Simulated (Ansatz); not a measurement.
# Cu under changes of volume

One of the cells (11.458 Å³/atom); the others are scaled copies at fixed shape and fractional positions:

```
Cu
1.0
    -1.44279    1.44279    1.37608
     1.44279   -1.44279    1.37608
     1.44279    1.44279   -1.37608
Cu
1
Cartesian
  0.0000 0.0000 0.0000
```

This isn't the form of Cu at room conditions, which is fcc.

| Quantity | Value |
| --- | --- |
| Program | Ansatz 0.2.0 |
| Functional | PBEsol |
| Potentials or basis | Ansatz PAW |
| Cutoff | 420 eV (not typed: the program's choice for these potentials) |
| k mesh | 13 × 13 × 13 |
| Occupations | fermi-dirac, width 0.05 eV |
| Spin | no spin polarisation |

```csv
volume (Å³/atom),energy over the lowest point (meV/atom),pressure (GPa)
10.771,17.00,10.1
11.000,5.77,5.8
11.229,0.33,2.0
11.458,0.00,-1.4
11.687,?,?
11.916,12.42,-7.0
12.146,24.17,-9.3
```

What does the run at 11.687 Å³/atom give?

Energy over the lowest point 4.21 meV/atom; pressure -4.4 GPa.

Worked out: A Birch-Murnaghan fit of order 3 (a polynomial in V^(-2/3)) to the other rows has its minimum at 11.36 Å³/atom with B0 = V·E''(V) = 165 GPa and B' = 5.2 at fixed shape and positions, which overstates the stiffness. It gives 4.22 meV/atom at 11.687 Å³/atom, against the run's 4.21, and -dE/dV = -4.4 GPa, against -4.4.

Energies are extrapolated to zero smearing.

Caveats: the PAW data sets come from PBE, with cores solved anew for the run's functional, which leaves a small shift of forces and pressure.
